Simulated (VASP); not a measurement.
# K (Im-3m) in VASP: further runs

Runs on K. Level: r2SCAN. Tasks: single point.

All numbers are computed with VASP 6.6.1; they aren't measurements. Logs are shortened: lines on timing, memory, paths and dates and some standing lists are left out, and cuts for length are marked.

### 1 The structure

Symmetry: Im-3m, No. 229, cubic system. Conventional cell: a = 5.395 Å, b = 5.395 Å, c = 5.395 Å, α = 90.00°, β = 90.00°, γ = 90.00°.

### 2 Single point, r2SCAN

File INCAR:

```
SYSTEM = K
ADDGRID = .False.
ALGO = Normal
EDIFF = 1E-6
ENCUT = 450
ISIF = 2
ISMEAR = -1
LASPH = .True.
LCHARG = .False.
LMIXTAU = .True.
LREAL = .False.
LWAVE = .False.
METAGGA = R2SCAN
NBANDS = 10
NELM = 100
PREC = Accurate
SIGMA = 0.2
```

File KPOINTS:

```
k-points
0
Gamma
  4 4 4
  0 0 0
```

File POSCAR:

```
K
1.0
   -2.6491090000      2.6630490000      2.6437420000
    2.6773590000     -2.6874940000      2.6964360000
    2.7342160000      2.7726000000     -2.6681870000
K
1
Direct
   -0.0060180000      0.0074470000      0.0002300000
```

Potentials or basis: VASP PAW PBE potentials, release 64 (K_pv).

Started as:

```bash
cat potpaw_PBE.64/K_pv/POTCAR > POTCAR
mpirun -np 1 vasp_std > vasp.out
```

OUTCAR:

```text
SYSTEM = K
   EDIFF = 1E-6
   ENCUT = 450
   ISIF = 2
   ISMEAR = -1
   LASPH = .True.
   LREAL = .False.
   METAGGA = R2SCAN
   NELM = 100
   PREC = Accurate

 Found     36 irreducible k-points:

 Following reciprocal coordinates:
            Coordinates               Weight
  0.000000  0.000000  0.000000      1.000000
  0.250000  0.000000 -0.000000      2.000000
  0.500000  0.000000 -0.000000      1.000000
  0.000000  0.250000  0.000000      2.000000
  0.250000  0.250000 -0.000000      2.000000
  0.500000  0.250000 -0.000000      2.000000
   k-points           NKPTS =     36   k-points in BZ     NKDIM =     36   number of bands    NBANDS=     10
   number of dos      NEDOS =    301   number of ions     NIONS =      1
   total plane-waves  NPLWV =  36864
   dimension x,y,z NGX =    32 NGY =   32 NGZ =   36
   dimension x,y,z NGXF=    64 NGYF=   64 NGZF=   72
   ions per type =               1
   NGX,Y,Z   is equivalent  to a cutoff of  11.58, 11.43, 12.68 a.u.
   NGXF,Y,Z  is equivalent  to a cutoff of  23.16, 22.86, 25.36 a.u.
 SYSTEM =  K
   PREC   = accura    normal or accurate (medium, high low for compatibility)
   ISTART =      0    job   : 0-new  1-cont  2-samecut
   ICHARG =      2    charge: 1-file 2-atom 10-const
   ISPIN  =      1    spin polarized calculation?
   LNONCOLLINEAR =      F non collinear calculations
   LSORBIT =      F    spin-orbit coupling
   LASPH  =      T    aspherical Exc in radial PAW
   ENCUT  =  450.0 eV  33.07 Ry    5.75 a.u.   7.94  8.05  8.16*2*pi/ulx,y,z
   NELM   =    100;   NELMIN=  2; NELMDL= -5     # of ELM steps
   EDIFF  = 0.1E-05   stopping-criterion for ELM
   LREAL  =      F    real-space projection
   EDIFFG = 0.1E-04   stopping-criterion for IOM
   NSW    =      0    number of steps for IOM
   IBRION =     -1    ionic relax: 0-MD 1-quasi-New 2-CG
   NFREE  =      0    steps in history (QN), initial steepest desc. (CG)
   ISIF   =      2    stress and relaxation
   ISYM   =      2    0-nonsym 1-usesym 2-fastsym
   POTIM  = 0.5000    time-step for ionic-motion
   TEBEG  =    0.0;   TEEND  =   0.0 temperature during run
   PSTRESS=    0.0 pullay stress
   NELECT =       7.0000    total number of electrons
   NUPDOWN=      -1.0000    fix difference up-down
   EMIN   =  10.00;   EMAX   =-10.00  energy-range for DOS
   EFERMI =   0.00;   METHOD = LEGACY
   ISMEAR =    -1;   SIGMA  =   0.20  broadening in eV -4-tet -1-fermi 0-gaus
   EFERMI_NEDOS =   21; number of points for ismear=-14 and -15
   IALGO  =     38    algorithm
   IMIX   =      4    mixing-type and parameters
     AMIX     =   0.40;   BMIX     =  1.00
     AMIX_MAG =   1.60;   BMIX_MAG =  1.00
  volume/ion in A,a.u.               =      78.52       529.87
  Fermi-wavevector in a.u.,A,eV,Ry     =   0.731335  1.382024  7.277098  0.534852
  Thomas-Fermi vector in A             =   1.823527
   LORBIT       =      0    0 simple, 1 ext, 2 COOP (PROOUT), +10 PAW based schemes
   METAGGA = R2SCAN    functional components
   LHFCALC =     F    Hartree Fock is set to
   AEXX    =    0.0000 exact exchange contribution
   IVDW    =     0    specifies the selected vdW correction
   LEPSILON=     F    determine dielectric tensor
   LRPA    =     F    only Hartree local field effects (RPA)
 non-spin polarized calculation
  energy-cutoff  :      450.00
  volume of cell :       78.52
 maximum number of plane-waves:      1718
   NGX = 15   NGY = 17   NGZ = 17

 number of electron       7.0000000 magnetization

 Free energy of the ion-electron system (eV)
  ---------------------------------------------------
  ext. energy  EPLUGINS =         0.00000000
  ---------------------------------------------------
  free energy    TOTEN  =        -6.00456865 eV

  energy without entropy =       -5.87869499  energy(sigma->0) =       -5.94163182

 E-fermi :  -1.2324     XC(G=0):  -5.7871

 val. band max:       -1.2353978807   @ k =   0.2500   0.5000   0.0000
 cond. band min:      -1.2023038805   @ k =   0.5000   0.2500  -0.0000
 fundamental gap:      0.0330940002
 Fermi energy:        -1.2324293634

 k-point     1 :       0.0000    0.0000    0.0000
  band No.  band energies     occupation
      1     -17.4949      2.00000
      2     -17.4933      2.00000
      3     -17.4923      2.00000
      4      -3.4271      1.99997
      5       3.4708      0.00000
      6       3.5335      0.00000
      7       3.6640      0.00000
      8       4.5061      0.00000
      9       4.6068      0.00000
     10       6.8410      0.00000

 k-point     2 :       0.2500    0.0000   -0.0000
  band No.  band energies     occupation
      1     -17.5236      2.00000
      2     -17.5026      2.00000
      3     -17.4931      2.00000
      4      -2.6479      1.99831
      5       2.0015      0.00000
      6       2.7717      0.00000
      7       4.1355      0.00000
      8       4.3237      0.00000
      9       4.4010      0.00000
     10       6.6733      0.00000

 k-point     3 :       0.5000    0.0000   -0.0000
  band No.  band energies     occupation
      1     -17.5525      2.00000
      2     -17.5121      2.00000
      3     -17.4930      2.00000
      4      -0.6127      0.08635
      5      -0.5642      0.06838
      6       2.2603      0.00000
      7       4.1584      0.00000
      8       4.9182      0.00000
      9       5.1542      0.00000
     10       5.5945      0.00000

 k-point     4 :       0.0000    0.2500    0.0000
  band No.  band energies     occupation
      1     -17.5208      2.00000
      2     -17.5025      2.00000
      3     -17.4941      2.00000
      4      -2.6600      1.99841
      5       1.9460      0.00000
      6       2.7392      0.00000
      7       4.1196      0.00000
      8       4.4322      0.00000
      9       4.4584      0.00000
     10       6.6553      0.00000

 k-point     5 :       0.2500    0.2500   -0.0000
  band No.  band energies     occupation
      1     -17.5358      2.00000
      2     -17.5205      2.00000
      3     -17.4995      2.00000
      4      -1.2546      1.05533
      5       0.8141      0.00007
      6       1.3956      0.00000
      7       3.9271      0.00000
      8       4.2417      0.00000
      9       5.1875      0.00000
     10       6.0448      0.00000

 k-point     6 :       0.5000    0.2500   -0.0000
  band No.  band energies     occupation
      1     -17.5463      2.00000
      2     -17.5151      2.00000
      3     -17.4978      2.00000
      4      -1.2023      0.92483
      5       0.7889      0.00008
      6       1.4147      0.00000
      7       3.9087      0.00000
      8       4.3014      0.00000
      9       5.0669      0.00000
     10       6.2454      0.00000

 [... further k-points ...]

------------------------ aborting loop because EDIFF is reached ----------------------------------------

  FORCE on cell =-STRESS in cart. coord.  units (eV):
  Direction    XX          YY          ZZ          XY          YZ          ZX
  --------------------------------------------------------------------------------------
  -------------------------------------------------------------------------------------
  Total        0.0045532      0.0024685      0.0155471     -0.0223558      0.0068120     -0.0050686
  in kB        0.0929075      0.0503699      0.3172391     -0.4561713      0.1390003     -0.1034249
  external PRESSURE =       0.1535055 kB  Pullay stress =       0.0000000 kB

 VOLUME and BASIS-vectors are now :
 -----------------------------------------------------------------------------
  energy-cutoff  :      450.00
  volume of cell :       78.52
      direct lattice vectors                 reciprocal lattice vectors
    -2.649109000  2.663049000  2.643742000    -0.003889548  0.184877607  0.188126541
     2.677359000 -2.687494000  2.696436000     0.183848792 -0.002040834  0.186277758
     2.734216000  2.772600000 -2.668187000     0.181941348  0.181121382 -0.000133391

 POSITION                                       TOTAL-FORCE (eV/Angst)
 -----------------------------------------------------------------------------------
     -2.61260      2.62765      2.64730        -0.000000      0.000000     -0.000000
 -----------------------------------------------------------------------------------
    total drift:                               -0.000001      0.000023      0.000011

  FREE ENERGIE OF THE ION-ELECTRON SYSTEM (eV)
  ---------------------------------------------------
  free  energy   TOTEN  =        -6.0045686499 eV

  energy  without entropy=       -5.8786949864  energy(sigma->0) =       -5.94163182
```

Wall time 71 s (1 thread of Intel Xeon Platinum 8559C (Emerald Rapids), shared host); peak memory 0.2 GiB.

The run converged, but some of its settings lie outside the range that counts as converged, so its numbers aren't taken as properties of the crystal.

What came out:

```
Free energy            : -6.0046 eV
Pressure               : 0.0 GPa
Band gap on the k mesh : none (metal or under the smearing width)
```

Caveat: the k mesh is coarse (spacing up to 0.41 Å⁻¹), so the values aren't converged; the PAW data sets were made with another functional, which shifts forces and pressure a little.

### 3 Single point, r2SCAN

INCAR, as its differences from that of step 2:

```diff
@@ -16,2 +16,2 @@
 PREC = Accurate
-SIGMA = 0.2
+SIGMA = 0.1
```

KPOINTS is that of step 2.

File POSCAR:

```
K
1.0
   -2.6975585167      2.6975585167      2.6975585167
    2.6975585167     -2.6975585167      2.6975585167
    2.6975585167      2.6975585167     -2.6975585167
K
1
Direct
    0.0000000000      0.0000000000      0.0000000000
```

Potentials or basis: VASP PAW PBE potentials, release 64 (K_pv).

Started as:

```bash
cat potpaw_PBE.64/K_pv/POTCAR > POTCAR
mpirun -np 1 vasp_std > vasp.out
```

It took 20 s on 1 thread of Intel Xeon Platinum 8559C (Emerald Rapids), shared host; peak memory 0.18 GiB.

These settings aren't checked as converged: the numbers below hold their error.

What came out:

```
Free energy            : -5.9481 eV
Pressure               : 0.0 GPa
Band gap on the k mesh : none (metal or under the smearing width)
```

Caveat: the k mesh is coarse (spacing up to 0.41 Å⁻¹), so the values aren't converged; the PAW data sets were made with another functional, which shifts forces and pressure a little.

### 4 The reference run

An earlier run on the cell as given: functional PBE; potentials or basis VASP PAW PBE potentials, release 64 (K_sv); cutoff 520 eV; k mesh 7 × 7 × 7; occupations fermi-dirac, width 0.05 eV; no spin polarisation.

* Pressure: -0.2 GPa
* Band gap on the k mesh: none (metal or under the smearing width)
